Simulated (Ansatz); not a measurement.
# TaS2: the cost of one run

Computed with Ansatz 0.2.0 (DFT LDA+U (U = 8 eV, J = 0.5 eV on Ta d), plane waves, PAW, no spin–orbit coupling unless a run says so, unless a step's input says otherwise).

1 further run of the same task is left out (it didn't finish).

**1. Starting point**

Symmetry: P-3m1, No. 164, trigonal system. The conventional cell has a = 3.350 Å, b = 3.350 Å, c = 5.860 Å, α = 90.00°, β = 90.00°, γ = 120.00°. Ta (site symmetry -3m) has 6 S at 2.43 Å as nearest neighbours. S (site symmetry 3m) is surrounded by 3 Ta at 2.43 Å.

As a file:

```xyz
3
Lattice="3.3500 0.0000 0.0000 -1.6750 2.9012 0.0000 0.0000 0.0000 5.8600" Properties=species:S:1:pos:R:3 pbc="T T T"
Ta    0.0000    0.0000    0.0000
S     0.0000    1.9341    1.4650
S     1.6750    0.9671    4.3950
```

An earlier series on this cell reached its lowest free state from «ferromagnetic start, free, natural orbitals of the symmetric run filled by rank», perhaps among other starts.

**2. Total moment locked, 0.25 μB per cell**

The input, input.yaml:

```yaml
crystal:
  lattice:
    - [3.3500014, 0.0, 0.0]
    - [-1.6750007, 2.90118631, 0.0]
    - [0.0, 0.0, 5.85999874]
  atoms:
    - { symbol: Ta, position: [0.0, 0.0, 0.0], spin: 0.25 }
    - { symbol: S, position: [0.3333333333, 0.6666666667, 0.25] }
    - { symbol: S, position: [0.6666666667, 0.3333333333, 0.75] }
basis:
  ecutwfc: 420
  ecutrho_ratio: 4
kpoints:
  mp_grid: { grid: [7, 7, 3] }
hamiltonian:
  xc: lda
  hubbard: { sites: [{ site: 0, l: d, u: 8.0, j: 0.5 }] }
scf:
  occupations: { method: gaussian, width: 0.05 }
  lower_state_search: "off"
  max_iter: 150
output:
  forces: true
  stress: true
  eigenvalues: true
  populations: true
  hubbard: { sites: [{ site: 0, l: d }] }
magnetization:
  spin_polarized: true
  initial_magnetization: 0.25
  spin_locking: { lock_magnetization: hard }
```

The lock stays on to the end, so the result is a constrained state.

Command:

```bash
$ ansatz run input.yaml --threads 2 --pin off --max-ram 3072MiB --backend cpu --events-out ev --progress --plain --runs-dir out
```

Q: Estimate wall time and peak memory on 2 threads of Intel Xeon 6975P-C (Granite Rapids), shared host.

About 2.2 s, with a peak of 0.36 GiB.
